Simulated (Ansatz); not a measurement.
Theory: Ansatz 0.2.0, DFT PBE, scalar-relativistic, plane waves, PAW. Settings: cutoff 420 eV, Γ-centred meshes spaced at most about 0.3 Å⁻¹, and about 0.25 Å⁻¹ or finer for metals (2π included), Gaussian smearing. No spin polarisation.

Energies over the elements count from the elements' standard structures at the same level, with no fitted energy shifts. The references include grey tin.

Temperature and zero-point effects are left out. Larger cells and other orderings weren't all tried, so the list isn't exhaustive. The reference form of Se is held partly by dispersion forces, which this level lacks.

A search for Sn2Se gave 6 distinct relaxed structures. Coordination counts Se atoms around Sn (those within 1.25 times the shortest such distance or 1.15 times the sum of covalent radii). Cells relaxed within their symmetry can be saddle points.

Q: Which structure of Sn2Se came out lowest?

A: The one with space group P4/nmm (No. 129), reached from: Ta2Se type (P4/nmm). It has a = 4.265 Å, c = 9.279 Å, 28.1 Å³/atom, no gap on the mesh. Around Sn on its first site lie 5 Se at 2.87–3.03 Å and 1 Sn at 3.32 Å; Sn on its second site is surrounded by 4 Sn at 3.06 Å, 1 Se at 3.10 Å and 1 Sn at 3.32 Å; around Se lie 6 Sn at 2.87–3.10 Å. Its energy over the elements is −0.21 eV/atom. Whether it is stable depends on the other phases of the system, which aren't compared here. An observed structure of this formula, if there is one, may be missing.

```xyz
6
Lattice="4.2645 0.0000 0.0000 0.0000 4.2645 0.0000 0.0000 0.0000 9.2791" Properties=species:S:1:pos:R:3 pbc="T T T"
Sn    2.1323    0.0000    6.2100
Sn    0.0000    2.1323    3.0691
Sn    2.1323    0.0000    0.2481
Sn    0.0000    2.1323    9.0310
Se    2.1323    0.0000    3.3431
Se    0.0000    2.1323    5.9360
```

Q: How much higher is the P4/mmm structure with 33.8 Å³/atom and coordination Sn 2 (reached from: random cell)?

A: 0.41 eV/atom. It has no gap on its mesh.

Q: How much higher is the P6/mmm structure with 27.0 Å³/atom and coordination Sn 1 (reached from: random cell)?

A: 0.32 eV/atom. It has no gap on its mesh.

Some candidate types were left out of the draw beforehand, so a known form may be missing.
